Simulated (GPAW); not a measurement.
The system is GaAs.

```
As Ga
1.0
     0.00000    2.82685    2.82685
     2.82685    0.00000    2.82685
     2.82685    2.82685    0.00000
As Ga
1 1
Direct
  0.75000 0.75000 0.75000
  0.00000 0.00000 0.00000
```

Base run:

- Program: GPAW 26.7.0
- Functional: C09-vdW
- Potentials or basis: GPAW PAW data sets (gpaw-data 1.2.1)
- Cutoff: 600 eV
- Basis: pw
- k mesh: 8 × 8 × 8
- Occupations: fermi-dirac, width 0.05 eV
- Spin: spin-orbit coupling, no magnetisation

Its results: band gap on the k mesh 0.44 eV, direct.

**Question.** The run is repeated on the same cell with these changes: functional from C09-vdW to BEEF-vdW; spin axis theta (degrees) from 0 to 90. What comes out?

**Answer.** Band gap on the k mesh 0.51 eV, direct.

Caveats: spin-orbit coupling was added after a scalar SCF, so levels and gaps hold it while energy, forces, pressure and moments don't; this program's spin-orbit splittings come out too wide for heavy elements.

Not every run made on this cell is shown here.
